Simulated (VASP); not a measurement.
Set up this calculation in VASP 6.6.1, as the native input.

* Task: G0W0 quasiparticle levels
* Functional: LDA
* Potentials or basis: VASP PAW LDA potentials, release 64 (P_GW, Al_GW)
* Cutoff: 450 eV
* k mesh: 4 × 4 × 4
* Occupations: gaussian, width 0.01 eV
* Spin: no spin polarisation
* GW scheme: G0W0
* GW iterations: 1
* Cutoff of the response function: 120
* Frequency points: 50
* Empty bands: 120
* Further INCAR settings: ALGO = EVGW0; EDIFF = 1e-08; NBANDS = 124

Crystal: AlP.

```
CELL_PARAMETERS angstrom
0.00000 2.72550 2.72550
2.72550 0.00000 2.72550
2.72550 2.72550 0.00000
ATOMIC_POSITIONS crystal
P 0.75000 0.75000 0.75000
Al 0.00000 0.00000 0.00000
```

The input as run:

POSCAR

```
AlP
1.0
    0.0000000000      2.7255000000      2.7255000000
    2.7255000000      0.0000000000      2.7255000000
    2.7255000000      2.7255000000      0.0000000000
P Al
1 1
Direct
    0.7500000000      0.7500000000      0.7500000000
    0.0000000000      0.0000000000      0.0000000000
```

INCAR.step1

```
PREC     = Accurate       # precision mode
ENCUT    = 450            # plane-wave cutoff, eV
EDIFF    = 1E-8           # SCF threshold, eV
ISMEAR   = 0              # smearing method
SIGMA    = 0.01           # smearing width, eV
LREAL    = F              # projectors in reciprocal space
LASPH    = T              # aspherical terms in the spheres
NELM     = 60             # most SCF steps
ALGO     = Fast           # electronic algorithm
LWAVE    = T              # write WAVECAR
LCHARG   = F              # write CHGCAR
GGA      = CA             # functional
```

INCAR.step2

```
PREC     = Accurate       # precision mode
ENCUT    = 450            # plane-wave cutoff, eV
EDIFF    = 1E-8           # SCF threshold, eV
ISMEAR   = 0              # smearing method
SIGMA    = 0.01           # smearing width, eV
LREAL    = F              # projectors in reciprocal space
LASPH    = T              # aspherical terms in the spheres
NELM     = 1              # most SCF steps
ALGO     = Exact          # electronic algorithm
LWAVE    = T              # write WAVECAR
LCHARG   = F              # write CHGCAR
GGA      = CA             # functional
NBANDS   = 124            # bands
LOPTICS  = T              # frequency-dependent dielectric function
ISTART   = 1
```

INCAR.step3

```
PREC     = Accurate       # precision mode
ENCUT    = 450            # plane-wave cutoff, eV
EDIFF    = 1E-8           # SCF threshold, eV
ISMEAR   = 0              # smearing method
SIGMA    = 0.01           # smearing width, eV
LREAL    = F              # projectors in reciprocal space
LASPH    = T              # aspherical terms in the spheres
ALGO     = EVGW0          # electronic algorithm
LWAVE    = F              # write WAVECAR
LCHARG   = F              # write CHGCAR
GGA      = CA             # functional
NELMGW   = 1            
NBANDS   = 124            # bands
ENCUTGW  = 120            # cutoff of the response function
NOMEGA   = 50             # frequency points
PRECFOCK = Fast         
ISTART   = 1            
NBANDSGW = 12
```

KPOINTS

```
Automatic mesh
0
Gamma
  4 4 4
```

Potentials or basis: VASP PAW LDA potentials, release 64 (P_GW, Al_GW).

Launch:

```console
$ cat potpaw_LDA.64/P_GW/POTCAR potpaw_LDA.64/Al_GW/POTCAR > POTCAR
$ cp INCAR.step1 INCAR
$ mpirun -np 1 vasp_std > vasp.out
$ cp INCAR.step2 INCAR
$ mpirun -np 1 vasp_std > vasp.out
$ cp INCAR.step3 INCAR
$ mpirun -np 1 vasp_std > vasp.out
```

Results of the run:

```yaml
Band_gap_on_the_k_mesh_mean-field_level: 1.40 eV, indirect (least direct gap 3.14 eV)
Quasiparticle_gap: 2.19 eV
Least_direct_quasiparticle_gap: 4.17 eV
```

Caveat: the k mesh is coarse (spacing up to 0.50 Å⁻¹), so the values aren't converged; bands, screening cutoff and mesh are small and nothing is extrapolated, so the quasiparticle values aren't converged.

It took 45 s on 1 thread of Intel(R) Xeon(R) 6975P-C (Granite Rapids), with other jobs on the host, peak memory 0.3 GiB.
